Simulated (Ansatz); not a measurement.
**TiB: strain energy, fitted**

TiB, F-43m, a = 4.953 Å. The structure is a COD entry; whether it is the stable form wasn't checked. Ansatz: r2SCAN, PAW, 500 eV, Γ-centred 16×16×10 mesh on 4 atoms, Gaussian smearing 0.10 eV; no spin polarisation. Series: equal strain along all axes, cell held, atoms fixed by symmetry; x is the strain in per cent. y is the free energy over the unstrained cell, V0 = 15.193 Å³/atom.

| x (%) | y (meV/atom) |
| --- | --- |
| -6.0 | ? |
| -4.0 | 79.75 |
| -2.0 | 18.94 |
| 0.0 | 0.00 |
| 2.0 | 17.00 |
| 4.0 | 64.69 |
| 6.0 | 138.42 |

Task: Fit y = c2 x² + c3 x³ to the other rows, turn c2 into a modulus, and predict the missing energy.

Result: Least squares on the rows shown. y = 4.5228 x² − 0.11368 x³. In eV per unit strain² c2 is 45.23; the stiffness is B for this strain (E = 9/2 B V0 ε², shape held): 2 × 45.23 × 160.2 / (9 × 15.193) = 106 GPa. At x = -6.0 the fit asked for gives 187.38 meV/atom. The run gave 189.16 meV/atom, so the fit is 1.78 meV/atom too low, 0.94 % of the span of the series, against an rms of 0.22 meV/atom on the fitted rows. The row lies outside the fitted range. With a term in x⁴ added, a fit to the same known rows predicts 189.26 meV/atom, so most of the miss is curvature that the known rows already hold.